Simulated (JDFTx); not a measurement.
Al:

```
Al
1.0
     0.00000    2.02481    2.02481
     2.02481    0.00000    2.02481
     2.02481    2.02481    0.00000
Al
1
Direct
  0.00000 0.00000 0.00000
```

| Item | Value |
| --- | --- |
| Program | JDFTx 1.7.0 (patched build) |
| Task | relaxation of cell and atoms |
| Functional | BLYP |
| Potentials or basis | SG15-PBE-1.2 with smoothed tails |
| Cutoff | 1088 eV |
| Density cutoff | 4354 eV |
| k mesh | 7 × 7 × 7 |
| Occupations | fermi-dirac, width 0.05 eV |
| Spin | no spin polarisation |

At the start: pressure 1.8 GPa; volume 16.60 Å³/atom.

Question: Where does the relaxation end?

Answer: Over 5 steps the energy falls by 2.6 meV/atom and the volume is 17.10 Å³/atom (+3.0 %); space group Fm-3m (No. 225, to 0.05 Å).

Step by step:
| step | energy change (eV) | largest force (eV/Å) | pressure (GPa) | volume (Å³) |
| --- | --- | --- | --- | --- |
| 1 | 0.0000 | 0.0000 | 1.76 | 16.60 |
| 2 | -0.0010 | 0.0000 | 1.37 | 16.70 |
| 3 | -0.0026 | 0.0000 | 0.12 | 17.06 |
| 4 | -0.0026 | 0.0000 | 0.01 | 17.09 |
| 5 | -0.0026 | 0.0000 | 0.01 | 17.10 |

Final structure:
```xyz
1
Lattice="0.0000 2.0446 2.0446 2.0446 0.0000 2.0446 2.0446 2.0446 0.0000" Properties=species:S:1:pos:R:3 pbc="T T T"
Al    0.0000    0.0000    0.0000
```

Caveat: the k mesh is coarse (spacing up to 0.38 Å⁻¹), so the values aren't converged; the potentials were made for another functional, which shifts forces and pressure.
